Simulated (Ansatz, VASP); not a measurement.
## Sr: VASP beside Ansatz

Contents of INCAR:

```
SYSTEM = Sr
  PREC = Accurate
  ENCUT = 520
  EDIFF = 1E-7
  ISMEAR = 0
  SIGMA = 0.15
  LREAL = .FALSE.
  LASPH = .TRUE.
  NELM = 100
  ALGO = Normal
  ISIF = 2
  LWAVE = .FALSE.
  LCHARG = .FALSE.
  GGA = PE
  NBANDS = 11
```

Contents of KPOINTS:

```
regular mesh
0
G
  14 14 14
  0 0 0
```

File POSCAR:

```
Sr
1.0
    0.0000000000      3.0423500000      3.0423500000
    3.0423500000      0.0000000000      3.0423500000
    3.0423500000      3.0423500000      0.0000000000
Sr
1
Direct
    0.0000000000      0.0000000000      0.0000000000
```

Input for Ansatz:

```yaml
crystal:
  lattice:
    - [0.0, 3.04235, 3.04235]
    - [3.04235, 0.0, 3.04235]
    - [3.04235, 3.04235, 0.0]
  atoms:
    - { symbol: Sr, position: [0.0, 0.0, 0.0] }
basis:
  ecutwfc: 420
kpoints:
  mp_grid: { grid: [14, 14, 14] }
hamiltonian:
  xc: pbe
scf:
  occupations: { method: gaussian, width: 0.15 }
output:
  forces: true
  stress: true
  eigenvalues: true
```

Alike in both runs: task single point; functional PBE; k mesh 14 × 14 × 14; occupations gaussian, width 0.15 eV; no spin polarisation.

```csv
,VASP,Ansatz
version,VASP 6.6.1,Ansatz 0.2.0
potentials or method,"VASP PAW PBE potentials, release 64 (Sr_sv)","scalar-relativistic, plane waves, PAW"
plane-wave cutoff (eV),520,420
valence electrons in the cell,10,10
```

```tsv
	VASP	Ansatz	Ansatz less VASP
gap on the k mesh at the Fermi level (eV)	none	none	-
pressure (GPa)	-0.3	-0.3	-0.01
```

A gap of «none» marks a metal or a gap that the smearing closes.
